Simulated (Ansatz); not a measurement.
# Effect of pressure 15 GPa on InN

Consider InN in the wurtzite structure (space group P6_3mc, No. 186; a = 3.5805 Å, c = 5.7878 Å).

One thing is altered: cell and atoms relaxed at a pressure of 15 GPa.

The values are results of PBE (Ansatz, a program for electronic structure; PAW; 420 eV plane waves; scalar-relativistic without spin-orbit coupling), not measurements. Γ-centred 11×11×6 mesh, Fermi–Dirac width 0.05 eV.

```csv
quantity,base,changed,shift
density,6.66 g/cm³,7.34 g/cm³,+0.686 g/cm³
lattice parameter a,3.581 Å,3.469 Å,-0.1115 Å
c/a ratio,1.616,1.611,-0.005
shortest interatomic distance,2.183 Å,2.113 Å,-0.070 Å
enthalpy H = E + PV relative to the base's energy,–,+1.43 eV/atom,–
band gap,zero,zero,–
```

Load acts through the strain it causes; cell and atoms are relaxed under it. Stability against distortions was not tested. Tetrahedral semiconductors of this kind turn to denser phases somewhere between about 1 and 50 GPa; those were not computed, so compressed cells here can lie past the real transition. The final runs are not spin-polarised. Gaps under 0.05 eV, about the width of the smearing, are given as zero. A zero or small gap of InN can be the functional's error rather than a property of the material.
